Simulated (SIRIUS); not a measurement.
Runs of SIRIUS 7.12.0 on Ir. Symmetry: Fm-3m, No. 225, cubic system. The conventional cell has a = 3.831 Å, b = 3.831 Å, c = 3.831 Å, α = 90.00°, β = 90.00°, γ = 90.00°. Ir (site symmetry m-3m) has 12 Ir at 2.71 Å as nearest neighbours. 

```csv
task,level,cell,cutoff (eV),muffin tin radii,basis cutoff (gk_cutoff),local orbitals (radial functions),reference energy of the basis,smallest sphere radius times basis cutoff,gap on the mesh (eV),V0 of scaled cells (Å³/atom),B0 (GPa)
single point,PBEsol,as given,190,Ir 2.46 bohr,3.74 1/bohr,Ir 17,0.53 Ha,9.2,none,-,-
equation of state,PBEsol,as given,190,Ir 2.46 bohr,3.74 1/bohr,Ir 17,-,9.2,-,(c),(a)
equation of state,PBE,as given,190,Ir 2.46 bohr,3.74 1/bohr,-,-,-,-,14.48,348
equation of state,PBE+D3,as given,190,Ir 2.46 bohr,3.74 1/bohr,-,-,-,-,14.09,377
equation of state,PBE+D4,as given,190,Ir 2.46 bohr,3.74 1/bohr,-,-,-,-,14.11,(b)
equation of state,PBE+D3(BJ),as given,190,Ir 2.46 bohr,3.74 1/bohr,-,-,-,-,14.14,374
single point,PBEsol,cell strained at random,193,Ir 2.44 bohr,3.77 1/bohr,Ir 17,0.54 Ha,9.2,none,-,-
```

Alike in all rows: potentials or basis all-electron FP-LAPW, apw+lo standard; no spin polarisation; k mesh 12 × 12 × 12; smearing fermi-dirac 0.05 eV.

**Question.** Estimate the missing entries.

**Answer.** (a) 387; (b) 379; (c) 14.03.

A k mesh can miss the band edges, and the runs leave out spin-orbit coupling on Ir.

A gap of «none» marks a metal or a gap under the smearing width.
